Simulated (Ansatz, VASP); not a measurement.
# ZnS in VASP and in Ansatz

```xyz
2
Lattice="0.0000 2.3258 2.3258 2.3258 0.0000 2.3258 2.3258 2.3258 0.0000" Properties=species:S:1:pos:R:3 pbc="T T T"
Zn    0.0000    0.0000    0.0000
S     2.3258    2.3258    2.3258
```

Alike in both runs: task relaxation of cell and atoms; functional PBE; k mesh 15 × 15 × 15; occupations fermi-dirac, width 0.1 eV; no spin polarisation.

|  | VASP | Ansatz |
| --- | --- | --- |
| version | VASP 6.6.1 | Ansatz 0.2.0 |
| potentials or method | VASP PAW PBE potentials, release 64 (Zn, S) | PAW with Ansatz's default frozen-core files, scalar-relativistic |
| plane-wave cutoff (eV) | 600 | 420 |
| valence electrons in the cell | 18 | 18 |

|  | VASP | Ansatz | Ansatz less VASP |
| --- | --- | --- | --- |
| relaxed volume (Å³/atom) | 16.64 | 16.62 | -0.021 |
| relaxed cell length with the largest relative difference (Å) | 3.610 | 3.609 | -0.0015 |
| energy change over the relaxation (meV/atom) | -445 | -437 | +7.6 |

Caveats: the volume moved by over 15 % at a fixed basis, so the end points are rough (VASP).
